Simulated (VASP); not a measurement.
# CaSe in VASP: a series of runs, part 2 of 2

VASP 6.6.1.

## Step 4: Single point, PBEsol

INCAR reads:

```
SYSTEM = CaSe
PREC = Accurate
ENCUT = 500
EDIFF = 1E-6
ISMEAR = 0
SIGMA = 0.01
LREAL = .False.
LASPH = .True.
NELM = 120
ALGO = Normal
ISIF = 2
LWAVE = .False.
LCHARG = .False.
GGA = PS
NBANDS = 15
ISYM = -1
GGA_COMPAT = .False.
```

KPOINTS reads:

```
explicit points
108
Reciprocal
  0.08333333   0.08333333   0.08333333 2
  0.08333333   0.08333333   0.25000000 2
  0.08333333   0.08333333   0.41666667 2
  0.08333333   0.08333333   0.58333333 2
  0.08333333   0.08333333   0.75000000 2
  0.08333333   0.08333333   0.91666667 2
  0.08333333   0.25000000   0.08333333 2
  0.08333333   0.25000000   0.25000000 2
  0.08333333   0.25000000   0.41666667 2
  0.08333333   0.25000000   0.58333333 2
  0.08333333   0.25000000   0.75000000 2
  0.08333333   0.25000000   0.91666667 2
  0.08333333   0.41666667   0.08333333 2
  0.08333333   0.41666667   0.25000000 2
  0.08333333   0.41666667   0.41666667 2
  0.08333333   0.41666667   0.58333333 2
  0.08333333   0.41666667   0.75000000 2
  0.08333333   0.41666667   0.91666667 2
  0.08333333   0.58333333   0.08333333 2
  0.08333333   0.58333333   0.25000000 2
  0.08333333   0.58333333   0.41666667 2
  0.08333333   0.58333333   0.58333333 2
  0.08333333   0.58333333   0.75000000 2
  0.08333333   0.58333333   0.91666667 2
  0.08333333   0.75000000   0.08333333 2
  0.08333333   0.75000000   0.25000000 2
  0.08333333   0.75000000   0.41666667 2
  0.08333333   0.75000000   0.58333333 2
  0.08333333   0.75000000   0.75000000 2
  0.08333333   0.75000000   0.91666667 2
  0.08333333   0.91666667   0.08333333 2
  0.08333333   0.91666667   0.25000000 2
  0.08333333   0.91666667   0.41666667 2
  0.08333333   0.91666667   0.58333333 2
  0.08333333   0.91666667   0.75000000 2
  0.08333333   0.91666667   0.91666667 2
  0.25000000   0.08333333   0.08333333 2
  0.25000000   0.08333333   0.25000000 2
  0.25000000   0.08333333   0.41666667 2
  0.25000000   0.08333333   0.58333333 2
  0.25000000   0.08333333   0.75000000 2
  0.25000000   0.08333333   0.91666667 2
  0.25000000   0.25000000   0.08333333 2
  0.25000000   0.25000000   0.25000000 2
  0.25000000   0.25000000   0.41666667 2
  0.25000000   0.25000000   0.58333333 2
  0.25000000   0.25000000   0.75000000 2
  0.25000000   0.25000000   0.91666667 2
  0.25000000   0.41666667   0.08333333 2
  0.25000000   0.41666667   0.25000000 2
  0.25000000   0.41666667   0.41666667 2
  0.25000000   0.41666667   0.58333333 2
  0.25000000   0.41666667   0.75000000 2
  0.25000000   0.41666667   0.91666667 2
  0.25000000   0.58333333   0.08333333 2
  0.25000000   0.58333333   0.25000000 2
  0.25000000   0.58333333   0.41666667 2
  0.25000000   0.58333333   0.58333333 2
  0.25000000   0.58333333   0.75000000 2
  0.25000000   0.58333333   0.91666667 2
  0.25000000   0.75000000   0.08333333 2
  0.25000000   0.75000000   0.25000000 2
  0.25000000   0.75000000   0.41666667 2
  0.25000000   0.75000000   0.58333333 2
  0.25000000   0.75000000   0.75000000 2
  0.25000000   0.75000000   0.91666667 2
  0.25000000   0.91666667   0.08333333 2
  0.25000000   0.91666667   0.25000000 2
  0.25000000   0.91666667   0.41666667 2
  0.25000000   0.91666667   0.58333333 2
  0.25000000   0.91666667   0.75000000 2
  0.25000000   0.91666667   0.91666667 2
  0.41666667   0.08333333   0.08333333 2
  0.41666667   0.08333333   0.25000000 2
  0.41666667   0.08333333   0.41666667 2
  0.41666667   0.08333333   0.58333333 2
  0.41666667   0.08333333   0.75000000 2
  0.41666667   0.08333333   0.91666667 2
  0.41666667   0.25000000   0.08333333 2
  0.41666667   0.25000000   0.25000000 2
  0.41666667   0.25000000   0.41666667 2
  0.41666667   0.25000000   0.58333333 2
  0.41666667   0.25000000   0.75000000 2
  0.41666667   0.25000000   0.91666667 2
  0.41666667   0.41666667   0.08333333 2
  0.41666667   0.41666667   0.25000000 2
  0.41666667   0.41666667   0.41666667 2
  0.41666667   0.41666667   0.58333333 2
  0.41666667   0.41666667   0.75000000 2
  0.41666667   0.41666667   0.91666667 2
  0.41666667   0.58333333   0.08333333 2
  0.41666667   0.58333333   0.25000000 2
  0.41666667   0.58333333   0.41666667 2
  0.41666667   0.58333333   0.58333333 2
  0.41666667   0.58333333   0.75000000 2
  0.41666667   0.58333333   0.91666667 2
  0.41666667   0.75000000   0.08333333 2
  0.41666667   0.75000000   0.25000000 2
  0.41666667   0.75000000   0.41666667 2
  0.41666667   0.75000000   0.58333333 2
  0.41666667   0.75000000   0.75000000 2
  0.41666667   0.75000000   0.91666667 2
  0.41666667   0.91666667   0.08333333 2
  0.41666667   0.91666667   0.25000000 2
  0.41666667   0.91666667   0.41666667 2
  0.41666667   0.91666667   0.58333333 2
  0.41666667   0.91666667   0.75000000 2
  0.41666667   0.91666667   0.91666667 2
```

POSCAR reads:

```
CaSe
1.0
    0.0000000000      2.9344539877      2.9344539877
    2.9344539877      0.0000000000      2.9344539877
    2.9344539877      2.9344539877      0.0000000000
Ca Se
1 1
Direct
    0.0000000000      0.0000000000      0.0000000000
    0.5000000000      0.5000000000      0.5000000000
```

Potentials or basis: VASP PAW PBE potentials, release 64 (Ca_sv, Se).

On the command line:

```
cat potpaw_PBE.64/Ca_sv/POTCAR potpaw_PBE.64/Se/POTCAR > POTCAR
mpirun -np 1 vasp_std > vasp.out
```

OUTCAR:

```text
SYSTEM = CaSe
   PREC = Accurate
   ENCUT = 500
   EDIFF = 1E-6
   ISMEAR = 0
   LREAL = .False.
   LASPH = .True.
   NELM = 120
   ISIF = 2
   GGA = PS
   ISYM = -1

 ion  position               nearest neighbor table
   1  0.000  0.000  0.000-   2 2.93   2 2.93   2 2.93   2 2.93   2 2.93   2 2.93
   2  0.500  0.500  0.500-   1 2.93   1 2.93   1 2.93   1 2.93   1 2.93   1 2.93

IMPORTANT INFORMATION: All symmetrisations will be switched off!
NOSYMM: (Re-)initialisation of all symmetry stuff for point group C_1.

----------------------------------------------------------------------------------------

                                     Primitive cell

  volume of cell :      50.5373

  direct lattice vectors                    reciprocal lattice vectors
     0.000000000  2.934453988  2.934453988    -0.170389450  0.170389450  0.170389450
     2.934453988  0.000000000  2.934453988     0.170389450 -0.170389450  0.170389450
     2.934453988  2.934453988  0.000000000     0.170389450  0.170389450 -0.170389450

  length of vectors
     4.149944628  4.149944628  4.149944628     0.295123184  0.295123184  0.295123184

  position of ions in fractional coordinates (direct lattice)
     0.000000000  0.000000000  0.000000000
[... 126 lines left out ...]
      9       6.0303      0.00000
     10       6.2496      0.00000
     11       6.2496      0.00000
     12       6.3869      0.00000
     13       6.9649      0.00000
     14       6.9649      0.00000
[... 401 lines left out ...]
      2     -18.1562      2.00000
      3     -18.0647      2.00000
      4     -18.0536      2.00000
      5      -8.7017      2.00000
      6      -0.5796      2.00000
      7       1.0751      2.00000
      8       1.2960      2.00000
      9       6.6446      0.00000
     10       7.8183      0.00000
     11       8.0278      0.00000
     12       8.3977      0.00000
     13       8.8152      0.00000
     14      10.1884      0.00000
     15      10.8707      0.00000

 [... further k-points ...]

------------------------ aborting loop because EDIFF is reached ----------------------------------------

  FORCE on cell =-STRESS in cart. coord.  units (eV):
  Direction    XX          YY          ZZ          XY          YZ          ZX
  --------------------------------------------------------------------------------------
  -------------------------------------------------------------------------------------
  Total        0.0582637      0.0582680      0.0582688     -0.0036780     -0.0036771     -0.0036784
  in kB        1.8471284      1.8472618      1.8472879     -0.1166031     -0.1165737     -0.1166163
  external PRESSURE =       1.8472260 kB  Pullay stress =       0.0000000 kB

 VOLUME and BASIS-vectors are now :
 -----------------------------------------------------------------------------
  energy-cutoff  :      500.00
  volume of cell :       50.54
      direct lattice vectors                 reciprocal lattice vectors
     0.000000000  2.934453988  2.934453988    -0.170389450  0.170389450  0.170389450
     2.934453988  0.000000000  2.934453988     0.170389450 -0.170389450  0.170389450
     2.934453988  2.934453988  0.000000000     0.170389450  0.170389450 -0.170389450

 POSITION                                       TOTAL-FORCE (eV/Angst)
 -----------------------------------------------------------------------------------
      0.00000      0.00000      0.00000         0.000000     -0.000000     -0.000000
      2.93445      2.93445      2.93445        -0.000000      0.000000      0.000000
 -----------------------------------------------------------------------------------
    total drift:                                0.000000     -0.000000      0.000000

  FREE ENERGIE OF THE ION-ELECTRON SYSTEM (eV)
  ---------------------------------------------------
  free  energy   TOTEN  =       -10.0738274181 eV

  energy  without entropy=      -10.0738274181  energy(sigma->0) =      -10.07382742
```

OSZICAR:

```text
N       E                     dE             d eps       ncg     rms          rms(c)
DAV:   1     0.104471800842E+03    0.10447E+03   -0.73249E+03  3240   0.958E+02
DAV:   2    -0.583036791105E+01   -0.11030E+03   -0.10532E+03  4024   0.242E+02
DAV:   3    -0.100331681979E+02   -0.42028E+01   -0.41655E+01  4444   0.451E+01
DAV:   4    -0.102205203234E+02   -0.18735E+00   -0.18723E+00  4503   0.801E+00
DAV:   5    -0.102217937480E+02   -0.12734E-02   -0.12734E-02  4400   0.706E-01    0.427E+00
DAV:   6    -0.100894671501E+02    0.13233E+00   -0.15671E-01  3884   0.222E+00    0.251E+00
DAV:   7    -0.100730863967E+02    0.16381E-01   -0.79565E-02  4313   0.188E+00    0.726E-01
DAV:   8    -0.100737300382E+02   -0.64364E-03   -0.91058E-03  3422   0.747E-01    0.988E-02
DAV:   9    -0.100737958405E+02   -0.65802E-04   -0.52788E-04  4349   0.233E-01    0.406E-02
DAV:  10    -0.100738235515E+02   -0.27711E-04   -0.10638E-04  3835   0.704E-02    0.126E-02
DAV:  11    -0.100738280951E+02   -0.45436E-05   -0.17104E-05  4073   0.388E-02    0.771E-03
DAV:  12    -0.100738274181E+02    0.67706E-06   -0.16662E-06  3664   0.936E-03
   1 F= -.10073827E+02 E0= -.10073827E+02  d E =-.146514E-48
```

stdout:

```text
POSCAR found type information on POSCAR CaSe
 POSCAR found :  2 types and       2 ions
 scaLAPACK will be used
 -----------------------------------------------------------------------------
|                                                                             |
|                                                                             |
|     You enforced a specific xc type in the INCAR file but a different       |
|     I HOPE YOU KNOW WHAT YOU ARE DOING!                                     |
|                                                                             |
 -----------------------------------------------------------------------------

 LDA part: xc-table for (Slater+PW92), standard interpolation
 POSCAR, INCAR and KPOINTS ok, starting setup
 FFT: planning ... GRIDC
 FFT: planning ... GRID_SOFT
 FFT: planning ... GRID
 WAVECAR not read
 entering main loop
```

Wall time 37 s (1 thread of Intel Xeon Platinum 8488C (Sapphire Rapids), shared host); peak memory 0.23 GiB.

What came out:

* Free energy: -10.0738 eV
* Pressure: 0.2 GPa
* Band gap on the k mesh: 2.22 eV (least direct gap 3.09 eV)

Caveat: the PAW data sets were made with another functional, which shifts forces and pressure a little; a shifted mesh leaves out Γ, where band edges can lie.

## Step 5: Overview

| task | cell | k mesh | cutoff (eV) | gap on the mesh (eV) | pressure (GPa) |
| --- | --- | --- | --- | --- | --- |
| relaxation of the atoms | atoms relaxed from a = 4.140 Å, angles 60.3°, 2 atoms | 6 × 6 × 6 | 520 | 1.84 | 0.2 |
| relaxation of the atoms | atoms relaxed from a = 4.160 Å, angles 59.7°, 2 atoms | 6 × 6 × 6 | 520 | 1.85 | 0.2 |
| single point | a = 4.150 Å, angles 60.0°, 2 atoms | 6 × 6 × 6, shifted | 500 | 2.22 | 0.2 |

Alike in all rows: level PBEsol; potentials or basis VASP PAW PBE potentials, release 64 (Ca_sv, Se); no spin polarisation; smearing gaussian 0.01 eV.

Caveats: the PAW data sets were made with another functional, which shifts forces and pressure a little; a shifted mesh leaves out Γ, where band edges can lie (at least some runs).

Absolute energies hang on the potentials; compare differences alone.

## Step 6: Against experiment

Step 4. Measured gap of CaSe: 3.85 eV (indirect; 2 K; a printed reference work, monograph, original work of 1988). This calculation gives 2.22 eV (-1.63 eV). Spin-orbit coupling on Se is left out. The value is that of PBEsol on a finite k mesh, which can miss the band edges, without temperature or zero-point motion. Semilocal functionals fall short of measured gaps as a rule.
